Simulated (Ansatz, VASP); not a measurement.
## Two plane-wave programs on Mg

File INCAR:

```
PREC     = Accurate       # precision mode
ENCUT    = 520            # plane-wave cutoff, eV
EDIFF    = 1E-6           # SCF threshold, eV
ISMEAR   = 0              # smearing method
SIGMA    = 0.15           # smearing width, eV
LREAL    = F              # projectors in reciprocal space
LASPH    = T              # aspherical terms in the spheres
NELM     = 60             # most SCF steps
ALGO     = Normal         # electronic algorithm
ISIF     = 2              # what is computed and relaxed
LWAVE    = F              # write WAVECAR
LCHARG   = T              # write CHGCAR
GGA      = PE             # functional
LELF     = T              # ELF
LVHAR    = T            
NBANDS   = 7              # bands
```

File KPOINTS:

```
regular mesh
0
Gamma
  20 20 20
```

POSCAR

```
Mg
1.0
   -1.8391594046      1.8391594046      1.6076092356
    1.8391594046     -1.8391594046      1.6076092356
    1.8391594046      1.8391594046     -1.6076092356
Mg
1
Direct
    0.0000000000      0.0000000000      0.0000000000
```

Input for Ansatz:

```yaml
crystal:
  lattice:
    - [-1.8391594046, 1.8391594046, 1.6076092356]
    - [1.8391594046, -1.8391594046, 1.6076092356]
    - [1.8391594046, 1.8391594046, -1.6076092356]
  atoms:
    - { symbol: Mg, position: [0.0, 0.0, 0.0] }
basis:
  ecutwfc: 520.0
kpoints:
  mp_grid: { grid: [20, 20, 20] }
hamiltonian:
  xc: pbe
  pseudopotentials: { kind: paw }
scf:
  occupations: { method: gaussian, width: 0.15 }
output:
  forces: true
  stress: true
  eigenvalues: true
```

Alike in both runs: task single point; functional PBE; k mesh 20 × 20 × 20; occupations gaussian, width 0.15 eV; no spin polarisation.

|  | VASP | Ansatz |
| --- | --- | --- |
| version | VASP 6.6.1 | Ansatz 0.2.0 |
| potentials or method | VASP PAW PBE potentials, release 64 (Mg) | scalar-relativistic, plane waves, PAW |
| plane-wave cutoff (eV) | 520 | 520 |
| valence electrons in the cell | 2 | 10 |

|  | VASP | Ansatz | Ansatz less VASP |
| --- | --- | --- | --- |
| gap on the k mesh at the Fermi level (eV) | none | none | - |
| pressure (GPa) | 2.2 | 2.4 | +0.12 |
| largest component of the traceless stress (GPa) | 0.90 | 0.91 | +0.003 |

A gap of «none» marks a metal or a gap that the smearing closes. The two sets of potentials don't hold the same shells in valence.
